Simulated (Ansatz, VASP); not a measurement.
## Cross-check of AsP (honeycomb PAs, 1 layer) between VASP and Ansatz

Aim: how closely do two programs agree when they are given the same cell, functional and k mesh? Of the first pair: The structure shown is the start of the Ansatz relaxation below; VASP solves that cell, so the two are compared at the walk's first step.

Calculated with Ansatz 0.2.0; plane waves, with VASP 6.6.1 beside it; single point at PBE.

## 1. Starting point

The cell holds 2 atoms: 1 As and 1 P. Cell: a = 3.440 Å, b = 3.440 Å, c = 16.320 Å, α = 90.0°, β = 90.0°, γ = 120.0°. Vacuum lies along c.

## 2. Ansatz: relaxation, PBE

Ansatz runs on its default PAW (the set named soft_2) files.

The two programs are compared at the cell with which this relaxation starts, whose forces are those of its first step.

Contents of input.yaml:

```yaml
crystal:
  lattice:
    - [3.44, 0.0, 0.0]
    - [-1.72, 2.979127389, 0.0]
    - [0.0, 0.0, 16.32]
  atoms:
    - { symbol: As, position: [0.6666666667, 0.3333333333, 0.4595588235] }
    - { symbol: P, position: [0.3333333333, 0.6666666667, 0.5404411765] }
kpoints:
  mp_grid: { grid: [12, 12, 1] }
hamiltonian:
  xc: pbe
scf:
  occupations: { method: fermi_dirac, width: 0.05 }
  convergence: { dr2_threshold: 1.0e-08 }
efield:
  axis: 3
  dipole_correction: true
  ramp_position: 0.97
  ramp_width: 0.04
relax:
  f_tol: 0.01
  cell: { fix: [c, alpha, beta] }
output:
  write_potential: true
  write_density: true
  volumetric_format: npy
```

Launch:

```bash
$ ansatz run input.yaml --threads 2 --pin off --max-ram 4096MiB --backend cpu --events-out ev --progress --plain --runs-dir out
```

Numbers of over 12 decimals in the logs are rounded to 6 here.

Log:

```text
Warning: relax.cell: scf.convergence.dr2_threshold = 1e-8 eV is looser than the 2e-10 eV advised for a relaxation that steers and ends on the stress (1e-10 eV for each atom of the cell: 2). What an SCF threshold leaves in a stress goes as its square root, and in the free energy as the threshold itself, and one threshold admits the most on a small cell: [figures from the program's tests cut] Set scf.convergence.dr2_threshold to 2e-10 eV or tighter. The threshold is an SCF's pass mark: one that does not reach it within its budget of iterations ends unconverged, or closes short of it on a stop that the run arms, and scf.convergence.dr2_threshold's page says what that costs each kind of run
Engine: ansatz 0.2.0, aarch64-unknown-linux-gnu
Pseudopotentials: kind: paw
Pseudopotential: As, paw, valence charge 15, recommended cutoff 420 eV (normal), As.paw.azcp
Pseudopotential: P, paw, valence charge 5, recommended cutoff 420 eV (normal), P.paw.azcp
Functional definition: PBE
  parameter kappa = 0.804
  parameter beta = 0.066725
  exchange = pbe_x(kappa = kappa, mu = beta*pi^2/3)
  correlation = pbe_c(beta = beta)
Crystal: 2 atoms, lattice volume = 167.251 Å³
Basis set: ecut = 420 eV, 3247 PW (Γ), exchange–correlation on 48×48×240 points (8 copies of the dense FFT grid, shifted against one another)
Bands: 14, of which v1, the nominal top of the filled ones, is band 10 counted from 1 (9 counted from 0)
Symmetry: 6 space group operations
Space group: P3m1 (ITA 156), of the structure as read, at distance tolerance 5.5e-5 Å
k-points: 19 of 144 (time reversal used)
Non-local potential: As, projectors of the file, l = 0: 2, l = 1: 2, l = 2: 3, l = 3: 1
Non-local potential: P, projectors of the file, l = 0: 2, l = 1: 2, l = 2: 2
PAW form: soft (Blöchl's): semilocal exchange-correlation on the pseudo side does not see the compensation charge
PAW one-centre angular grid: As, 590 points (default); XC on 64 Gauss nodes
PAW one-centre angular grid: P, 110 points (default); XC on 64 Gauss nodes
Initial density: superposition of atomic densities (neutral atoms: chi_scale 0, normalization atom), corrected by the library's trained network
Initial wavefunctions: pseudopotential atomic-orbital guess
Functional: x = pbe(κ = 0.804, μ = 0.219515), c = pbe(β = 0.066725)
SCF iter   1: F=—  HF=-5611.711502 eV  |F-HF|=—  |Δ(HF+E_count)|=         —  Δρ=1.50e-3  dr2=2.40e-2  ethr=1.77e-3  p=-0.008 e·Å  D=-8.62e-3 V/Å  ΔV_dip=0.14 eV  dr2_dipole=6.74e-3  V_vac-E_F(+/−)=4.96/4.82 eV  ⟨swp⟩=6.6  Hψ=1807  notcnv=0
efield: sawtooth ramp at fractional position 0.9700 (set: `efield.ramp_position`, or a place that a band, a saddle search or an elastic batch's reference lends), width 0.0400; the density the first Hamiltonian is built on has a dipole p = -0.008 e·Å; the dipole correction subtracts the counter field D = -8.62e-3 V/Å, which shifts the + side's vacuum level by +0.14 eV against the − side's; the planar-averaged density in the ramp window peaks in size at 4.0e-5 e/Å³
preconditioner: auto → none  [insulator: Δε(μ)=1.827 eV  Ē_g=9.727 eV  σ=0.050 eV  W_gap=1.00  n_scr=8 (ndim 8)  ℏωp=9.1 eV  f_vac=0.678  D(μ)=0.00/eV (n_scr^D=0)  ε∞_Penn≈1.9]
SCF iter   2: F=—  HF=-5611.737617 eV  |F-HF|=—  |Δ(HF+E_count)|=   2.61e-2  Δρ=3.69e-3  dr2=1.81e-1  ethr=1.20e-4  p=-0.064 e·Å  D=-6.90e-2 V/Å  ΔV_dip=1.13 eV  dr2_dipole=4.28e-2  V_vac-E_F(+/−)=5.43/4.30 eV  ⟨swp⟩=3.9  Hψ=684  notcnv=0
SCF iter   3: F=—  HF=-5611.710391 eV  |F-HF|=—  |Δ(HF+E_count)|=   2.72e-2  Δρ=4.82e-4  dr2=8.47e-4  ethr=1.20e-4  p=-0.025 e·Å  D=-2.71e-2 V/Å  ΔV_dip=0.44 eV  dr2_dipole=1.49e-4  V_vac-E_F(+/−)=5.10/4.66 eV  ⟨swp⟩=3.6  Hψ=469  notcnv=0
SCF iter   4: F=—  HF=-5611.710856 eV  |F-HF|=—  |Δ(HF+E_count)|=   4.65e-4  Δρ=1.45e-4  dr2=3.18e-5  ethr=4.24e-6  p=-0.028 e·Å  D=-2.99e-2 V/Å  ΔV_dip=0.49 eV  dr2_dipole=3.18e-6  V_vac-E_F(+/−)=5.12/4.63 eV  ⟨swp⟩=3.0  Hψ=586  notcnv=0
SCF iter   5: F=—  HF=-5611.710905 eV  |F-HF|=—  |Δ(HF+E_count)|=   4.93e-5  Δρ=6.28e-5  dr2=3.94e-6  ethr=1.59e-7  p=-0.028 e·Å  D=-3.07e-2 V/Å  ΔV_dip=0.50 eV  dr2_dipole=8.00e-8  V_vac-E_F(+/−)=5.13/4.63 eV  ⟨swp⟩=2.0  Hψ=492  notcnv=0
SCF iter   6: F=—  HF=-5611.710911 eV  |F-HF|=—  |Δ(HF+E_count)|=   5.43e-6  Δρ=9.39e-6  dr2=3.24e-7  ethr=1.97e-8  p=-0.029 e·Å  D=-3.09e-2 V/Å  ΔV_dip=0.50 eV  dr2_dipole=4.90e-8  V_vac-E_F(+/−)=5.13/4.63 eV  ⟨swp⟩=3.2  Hψ=591  notcnv=0
SCF iter   7: F=-5611.710911 eV  HF=-5611.710911 eV  |F-HF|=8.51e-10  |Δ(HF+E_count)|=   1.60e-7  Δρ=1.51e-6  dr2=4.69e-9  ethr=5.00e-11  p=-0.029 e·Å  D=-3.09e-2 V/Å  ΔV_dip=0.50 eV  dr2_dipole=5.45e-10  V_vac-E_F(+/−)=5.13/4.63 eV  ⟨swp⟩=8.9  Hψ=1896  notcnv=0
[...]
SCF iter   3: F=—  HF=-5611.711664 eV  |F-HF|=—  |Δ(HF+E_count)|=   1.18e-5  Δρ=2.19e-5  dr2=1.84e-6  ethr=2.21e-8  p=-0.029 e·Å  D=-3.10e-2 V/Å  ΔV_dip=0.51 eV  dr2_dipole=3.51e-7  V_vac-E_F(+/−)=5.15/4.64 eV  ⟨swp⟩=2.0  Hψ=361  notcnv=0
SCF iter   4: F=—  HF=-5611.711665 eV  |F-HF|=—  |Δ(HF+E_count)|=   1.18e-6  Δρ=2.68e-5  dr2=8.93e-6  ethr=9.18e-9  p=-0.029 e·Å  D=-3.07e-2 V/Å  ΔV_dip=0.50 eV  dr2_dipole=2.13e-6  V_vac-E_F(+/−)=5.15/4.65 eV  ⟨swp⟩=2.1  Hψ=333  notcnv=0  recentre
SCF iter   5: F=—  HF=-5611.711664 eV  |F-HF|=—  |Δ(HF+E_count)|=   1.34e-6  Δρ=5.47e-6  dr2=2.62e-8  ethr=9.18e-9  p=-0.029 e·Å  D=-3.09e-2 V/Å  ΔV_dip=0.50 eV  dr2_dipole=5.63e-10  V_vac-E_F(+/−)=5.15/4.65 eV  ⟨swp⟩=2.0  Hψ=310  notcnv=0
SCF iter   6: F=-5611.711664 eV  HF=-5611.711664 eV  |F-HF|=4.09e-11  |Δ(HF+E_count)|=   6.15e-9  Δρ=8.70e-7  dr2=7.77e-10  ethr=5.00e-11  p=-0.029 e·Å  D=-3.09e-2 V/Å  ΔV_dip=0.50 eV  dr2_dipole=1.24e-12  V_vac-E_F(+/−)=5.15/4.65 eV  ⟨swp⟩=9.8  Hψ=1598  notcnv=0
SCF 4 converged in 6 iterations: F = -5611.711664 eV  dr2 = 7.77e-10
relax step   4: F+E_penalty+E_count = -5611.71166390 eV  Δ(F+E_penalty+E_count) = -1.454e-4 eV  max|allowed force component| = 2.342e-4 eV/Å  Δτ_max = 0.0021 Å  P = -0.001 GPa  Ω = 168.611 Å³  energy of the carried Pulay correction = -4.447e-5 eV  fix = [c, alpha, beta]  reactions: c -0.001 GPa  (6 SCF iters, accepted)
Initial wavefunctions: pseudopotential atomic-orbital guess (no wavefunctions were taken with the density)
iter 1 solved again at ethr=1.27e-6 eV; its pass at ethr=3.10e-3 eV (dr2=2.53e-4 eV) is discarded
SCF iter   1: F=—  HF=-5611.711710 eV  |F-HF|=—  |Δ(HF+E_count)|=         —  Δρ=4.94e-6  dr2=3.97e-9  ethr=1.27e-6  p=-0.029 e·Å  D=-3.09e-2 V/Å  ΔV_dip=0.50 eV  dr2_dipole=6.08e-12  V_vac-E_F(+/−)=5.15/4.65 eV  ⟨swp⟩=3.5  Hψ=2573  notcnv=0
efield: sawtooth ramp at fractional position 0.9700 (set: `efield.ramp_position`, or a place that a band, a saddle search or an elastic batch's reference lends), width 0.0400; the density the first Hamiltonian is built on has a dipole p = -0.029 e·Å; the dipole correction subtracts the counter field D = -3.09e-2 V/Å, which shifts the + side's vacuum level by +0.50 eV against the − side's; the planar-averaged density in the ramp window peaks in size at 2.6e-7 e/Å³
eigensolver tolerance schedule: the retry pair's looser diagonalisation over-reported the residual by 63711.66 of it (diagonalisation noise at an unbounded share of the residual, at the tolerance the schedule requests for it); recorded, not acted on — ethr = c·dr2/N_el stays at c = 1.0e-1
preconditioner: auto → none  [insulator: Δε(μ)=1.845 eV  Ē_g=9.668 eV  σ=0.050 eV  W_gap=1.00  n_scr=8 (ndim 8)  ℏωp=9.0 eV  f_vac=0.676  D(μ)=0.00/eV (n_scr^D=0)  ε∞_Penn≈1.9]
SCF iter   2: F=—  HF=-5611.711707 eV  |F-HF|=—  |Δ(HF+E_count)|=   3.16e-6  Δρ=2.91e-6  dr2=4.04e-9  ethr=1.99e-11  p=-0.029 e·Å  D=-3.09e-2 V/Å  ΔV_dip=0.50 eV  dr2_dipole=1.41e-11  V_vac-E_F(+/−)=5.15/4.65 eV  ⟨swp⟩=10.0  Hψ=2395  notcnv=0
SCF iter   3: F=-5611.711712 eV  HF=-5611.711710 eV  |F-HF|=1.87e-6  |Δ(HF+E_count)|=   2.79e-6  Δρ=1.60e-6  dr2=2.90e-9  ethr=1.99e-11  p=-0.029 e·Å  D=-3.09e-2 V/Å  ΔV_dip=0.50 eV  dr2_dipole=4.91e-10  V_vac-E_F(+/−)=5.15/4.65 eV  ⟨swp⟩=7.9  Hψ=1722  notcnv=0
SCF 5 converged in 3 iterations: F = -5611.711712 eV  dr2 = 2.90e-9
relax step   5: F+E_penalty+E_count = -5611.71171193 eV  Δ(F+E_penalty+E_count) = -4.803e-5 eV  max|allowed force component| = 2.645e-4 eV/Å  Δτ_max = 0.0000 Å  P = -0.000 GPa  Ω = 168.611 Å³  fix = [c, alpha, beta]  reactions: c -0.000 GPa  stress off target by 3.87e-5 GPa on what of the cell is left free  SCF on the basis re-selected at this cell (its energy is not comparable with the rows above)  (3 SCF iters)
basis re-selected at this cell: Δ(F+E_penalty+E_count) = -4.803e-5 eV, ΔP = +0.000 GPa vs the last step (what re-selecting the basis moved, of the pressure what is left beyond the Pulay correction that the steps carried, after the strain that the cell walked since its last selection, with what the two solves' SCF thresholds leave and, on support functions, any second-order correction that the steps lacked; it is no m [...]
WARN: The output density's exchange-correlation potential varies sharply where the density is thin. Do not read a vacuum level from v_tot or v_xc, or from such a field of the output density. On a cell that repeats whose density bears no net charge and no dipole along the vacuum's axis use v_es (v_loc + v_h of the components); under efield.dipole_correction with no amplitude use v_es + v_field, which holds any externa [...]
SCF converged after 3 iterations
Free energy (F): -5611.711712 eV
Harris-Foulkes:  -5611.711710 eV  (|F-HF|=1.87e-6)
Internal energy: -5611.711712 eV  (E = F + TS)
E sigma→0 (E₀):  -5611.711712 eV
Fermi energy:    -1.554042 eV
Dipole field:    D = -0.030967 V/Å  (p = -0.028855 e·Å, saw-weighted, corrected)
Work function:   Φ+ = 5.1511 eV   Φ− = 4.6457 eV
Levels:          The Fermi level and band energies are counted from a zero that moves with the ramp; work functions are not
--- Per-component energies (eV) ---
  E_band       = -449.977745
  E_kinetic    = 170.648677
  E_local      = -8573.830186  (includes V_loc(G=0)·N_el)
  E_nonlocal   = -636.440936
  E_hartree    = 4251.444785
  E_xc         = -139.429155
  E_vxc        = -138.191003  (∫ρ·V_xc dr)
  E_paw        = -2404.174007  (= ΣΔE_a)
  E_vpaw       = 225.047305  (= ΣTr[D̂ρ^β])
  E_aug_tail   = 0.000012  (compensation charges beyond the density's cutoff)
  E_efield     = 0.000447  (sawtooth field / dipole correction)
  E_vefield    = -0.102214  (∫n·V_field dr)
  E_ewald      = 1720.068652
  E_smearing   = -0.000000  (= −TS)
  E_closure    = 0.000000  (closes the sum)
  Σ components = -5611.711712   (vs F -5611.711712, Δ=0.00e0)
--- Forces (eV/Å), atoms counted from 1 ---
  atom   1  As     0.00000000     0.00000000     0.00026637
  atom   2  P      0.00000000     0.00000000    -0.00026272
  max |Σ_I F_I| component: 3.65e-6 eV/Å
--- Stress (GPa, compression-positive) ---
       -0.000039       0.000000       0.000000
        0.000000      -0.000039      -0.000000
        0.000000       0.000000      -0.000326
  P = ⅓ Tr σ = -0.0001 GPa (-0.001 kbar)
--- Band table (eV; the first three rows and the last of 19) ---
  k-point 0: bands = [... 6 lower, -9.0889, -2.8557, -2.4606, -2.4606, 0.2772, 1.3088, 1.3088, 2.6304]
  k-point 1: bands = [... 6 lower, -9.0500, -3.3392, -2.8028, -2.6815, 0.6880, 1.4066, 1.5571, 2.7724]
  k-point 2: bands = [... 6 lower, -8.9869, -4.7694, -3.1681, -2.6792, 0.1630, 2.0510, 2.3050, 3.1629]
  k-point 18: bands = [... 6 lower, -11.8359, -7.1560, -4.3010, -4.2329, -0.2773, 2.5611, 2.6837, 5.8856]
--- Relaxed structure (4 steps of the walk, 3 accepted, 1 SCFs on fresh bases) ---
  F+E_penalty+E_count = -5611.71171193 eV   max|allowed force component| = 2.645e-4 eV/Å   (the final SCF, on the basis selected at the relaxed cell)
  cell:  # Å, volume = 168.6108 Å³
    - [3.453960, 0, 0]
    - [-1.726980, 2.991217, 0]
    - [0, 0, 16.32]
  atoms:
    - { symbol: As, position: [0.666667, 0.333333, 0.459598] }
    - { symbol: P, position: [0.333333, 0.666667, 0.540402] }
```

Reading the cycles: dr2 is the Hartree energy of the density residual (eV), the measure of convergence; HF is the Harris–Foulkes estimate of the energy, which meets the free energy F at convergence.

## 3. VASP: single point, PBE, start cell, pair 1

The same cell, functional, mesh and smearing now go to VASP, with its own data sets.

Lines of VASP's logs that name or quote its potential files are left out, and so is its time.

Contents of INCAR:

```
SYSTEM = AsP
PREC = Accurate
ENCUT = 400
EDIFF = 1E-06
NELM = 120
ISMEAR = -1
SIGMA = 0.05
LREAL = .FALSE.
ALGO = Normal
GGA = PE
NBANDS = 11
LORBIT = 11
LWAVE = .FALSE.
LCHARG = .FALSE.
ISIF = 2
LDIPOL = .TRUE.
IDIPOL = 3
DIPOL = 0.5 0.5 0.5
LVHAR = .TRUE.
LASPH = .TRUE.
GGA_COMPAT = .FALSE.
EFERMI = MIDGAP
NELMDL = -8
```

Contents of POSCAR:

```
AsP
1.0
    3.4400000000      0.0000000000      0.0000000000
   -1.7200000000      2.9791270000      0.0000000000
    0.0000000000      0.0000000000     16.3200000000
As P
1 1
Direct
    0.6666666107      0.3333332214      0.4595588235
    0.3333332774      0.6666665547      0.5404411765
```

Contents of KPOINTS:

```
Automatic mesh
0
Gamma
12 12 1
0 0 0
```

The projector-augmented-wave data sets are As and P (PBE family, release 64).

Launch:

```bash
$ mpirun -np 1 vasp_std
```

Log:

```text
[banner, memory and clock lines left out]
running    1 mpi-ranks, on    1 nodes
 distrk:  each k-point on    1 cores,    1 groups
 distr:  one band on    1 cores,    1 groups

 POSCAR found type information on POSCAR AsP
 POSCAR found :  2 types and       2 ions
 LDA part: xc-table for (Slater+PW92), standard interpolation
 POSCAR, INCAR and KPOINTS ok, starting setup
 FFT: planning ... GRIDC
 FFT: planning ... GRID_SOFT
 FFT: planning ... GRID
 WAVECAR not read
 entering main loop
       N       E                     dE             d eps       ncg     rms          rms(c)
DAV:   1     0.507918504265E+02    0.50792E+02   -0.29194E+03   418   0.519E+02
DAV:   2    -0.529850263233E+01   -0.56090E+02   -0.52349E+02   640   0.101E+02
DAV:   3    -0.997088711395E+01   -0.46724E+01   -0.46497E+01   569   0.358E+01
DAV:   4    -0.100429717219E+02   -0.72085E-01   -0.72068E-01   540   0.519E+00
DAV:   5    -0.100440901407E+02   -0.11184E-02   -0.11184E-02   605   0.607E-01
DAV:   6    -0.100440974531E+02   -0.73124E-05   -0.73123E-05   557   0.503E-02
DAV:   7    -0.100440976157E+02   -0.16254E-06   -0.16256E-06   643   0.653E-03
DAV:   8    -0.100440976174E+02   -0.17557E-08   -0.17035E-08   450   0.571E-04    0.488E+00
DAV:   9    -0.996287779207E+01    0.81220E-01   -0.32136E-01   499   0.214E+00    0.290E+00
DAV:  10    -0.994074614759E+01    0.22132E-01   -0.11580E-01   476   0.175E+00    0.587E-01
DAV:  11    -0.993904347386E+01    0.17027E-02   -0.22310E-02   505   0.760E-01    0.154E-01
DAV:  12    -0.993895507659E+01    0.88397E-04   -0.17413E-03   547   0.234E-01    0.845E-02
DAV:  13    -0.993893643259E+01    0.18644E-04   -0.52696E-04   541   0.113E-01    0.327E-02
DAV:  14    -0.993893153255E+01    0.49000E-05   -0.57970E-05   529   0.358E-02    0.134E-02
DAV:  15    -0.993893748838E+01   -0.59558E-05   -0.50315E-05   518   0.323E-02    0.652E-03
DAV:  16    -0.993895320331E+01   -0.15715E-04   -0.86068E-06   583   0.126E-02    0.586E-03
DAV:  17    -0.993899196648E+01   -0.38763E-04   -0.18529E-05   441   0.147E-02    0.397E-03
DAV:  18    -0.993899582551E+01   -0.38590E-05   -0.33210E-07   608   0.293E-03    0.274E-03
DAV:  19    -0.993901721163E+01   -0.21386E-04   -0.94395E-07   547   0.421E-03    0.160E-03
DAV:  20    -0.993902409834E+01   -0.68867E-05   -0.18791E-07   599   0.177E-03    0.129E-03
DAV:  21    -0.993903645262E+01   -0.12354E-04   -0.48764E-07   547   0.209E-03    0.520E-04
DAV:  22    -0.993903803839E+01   -0.15858E-05   -0.33579E-08   419   0.539E-04    0.357E-04
DAV:  23    -0.993904041500E+01   -0.23766E-05   -0.16325E-07   451   0.875E-04    0.198E-04
DAV:  24    -0.993904061604E+01   -0.20104E-06   -0.55969E-09   434   0.189E-04
   1 F= -.99390406E+01 E0= -.99390406E+01  d E =-.139629E-08
```

Parts of OUTCAR (step 3):

```text
ion  position               nearest neighbor table
   1  0.667  0.333  0.460-   2 2.38   2 2.38   2 2.38
   2  0.333  0.667  0.540-   1 2.38   1 2.38   1 2.38

  LATTYP: Found a hexagonal cell.
 ALAT       =     3.4400000000
 C/A-ratio  =     4.7441860465

 Subroutine GETGRP returns: Found  6 space group operations
 (whereof  6 operations were pure point group operations)

The static configuration has the point symmetry C_3v.

 Found     19 irreducible k-points:

   k-points           NKPTS =     19   k-points in BZ     NKDIM =     19   number of bands    NBANDS=     11

   dimension x,y,z NGX =    24 NGY =   24 NGZ =  108
   dimension x,y,z NGXF=    48 NGYF=   48 NGZF=  216

   ENCUT  =  400.0 eV  29.40 Ry    5.42 a.u.   5.61  5.61 26.61*2*pi/ulx,y,z

   NELECT =      10.0000    total number of electrons

 k-points in reciprocal lattice and weights: Automatic mesh
   0.00000000  0.00000000  0.00000000       0.007
   0.08333333  0.00000000  0.00000000       0.042
   0.16666667  0.00000000  0.00000000       0.042
   0.25000000  0.00000000  0.00000000       0.042
   0.33333333  0.00000000  0.00000000       0.042
   0.41666667  0.00000000  0.00000000       0.042
   0.50000000  0.00000000  0.00000000       0.021
   0.08333333  0.08333333  0.00000000       0.042
   0.16666667  0.08333333  0.00000000       0.083
[...]
0.33333333  0.25000000  0.00000000       0.083
   0.33333333  0.33333333  0.00000000       0.014

 dipolmoment           0.000000      0.000000      0.027007 electrons x Angstroem

 average (electrostatic) potential at core
       1 -57.3555       2 -91.2858

 E-fermi :  -2.3161

 k-point     1 :       0.0000    0.0000    0.0000
  band No.  band energies     occupation
      1     -16.9454      2.00000
      2      -9.8904      2.00000
      3      -3.6660      2.00000
      4      -3.2041      2.00000
      5      -3.2041      2.00000
      6      -0.4033      0.00000
      7       0.5772      0.00000
      8       0.5772      0.00000
      9       1.8628      0.00000
     10       2.3275      0.00000
    ...

 k-point     2 :       0.0833    0.0000    0.0000
  band No.  band energies     occupation
      1     -16.8434      2.00000
      2      -9.8480      2.00000
      3      -4.0918      2.00000
      4      -3.6113      2.00000
      5      -3.4292      2.00000
      6      -0.0227      0.00000
      7       0.7006      0.00000
      8       0.8299      0.00000
      9       2.0097      0.00000
     10       2.4418      0.00000
    ...

 k-point     3 :       0.1667    0.0000    0.0000
  band No.  band energies     occupation
      1     -16.5397      2.00000
      2      -9.7738      2.00000
      3      -5.5472      2.00000
      4      -3.9239      2.00000
      5      -3.4816      2.00000
      6      -0.5770      0.00000
      7       1.3298      0.00000
      8       1.5976      0.00000
      9       2.4090      0.00000
     10       2.7977      0.00000
    ...

  Total        0.2282508      0.2282507      0.0759788      0.0000000      0.0000000      0.0000000
  in kB        2.1865292      2.1865286      0.7278395      0.0000000      0.0000000      0.0000000
  external PRESSURE =       1.7002991 kB  Pullay stress =       0.0000000 kB

  energy-cutoff  :      400.00
  volume of cell :      167.25
      direct lattice vectors                 reciprocal lattice vectors
     3.440000000  0.000000000  0.000000000     0.290697674  0.167834402  0.000000000
    -1.720000000  2.979127000  0.000000000     0.000000000  0.335668805  0.000000000
     0.000000000  0.000000000 16.320000000     0.000000000  0.000000000  0.061274510

 POSITION                                       TOTAL-FORCE (eV/Angst)
 -----------------------------------------------------------------------------------
      1.72000      0.99304      7.50000        -0.000000      0.000000     -0.060897
      0.00000      1.98608      8.82000         0.000000     -0.000000      0.060897
 -----------------------------------------------------------------------------------
    total drift:                               -0.000000      0.000140      0.000354

  FREE ENERGIE OF THE ION-ELECTRON SYSTEM (eV)
  ---------------------------------------------------
  free  energy   TOTEN  =        -9.9390406160 eV

  energy  without entropy=       -9.9390406146  energy(sigma->0) =       -9.93904062

 vacuum level on the upper side and lower side of the slab         2.801         2.325

 total charge
# of ion       s       p       d       tot
------------------------------------------
    1        1.285   1.395   0.056   2.737
    2        1.109   1.329   0.000   2.438
--------------------------------------------------
tot          2.394   2.725   0.056   5.175

[... 3 further parts left out ...]
```

[end of part 1 of 2]

[Lines on the potential files, build, host, timing and source positions are cut from VASP's logs without a mark.]

[Logs are printed without paths, hosts, clocks, repeated set-up lines and the standing remarks that a program may print on its own settings, such as how far it seeks lower states.]

[Hosts, paths, dates, database ids (printed as entryN), source tags and the programs' standing remarks are cut or masked in the printed files.]
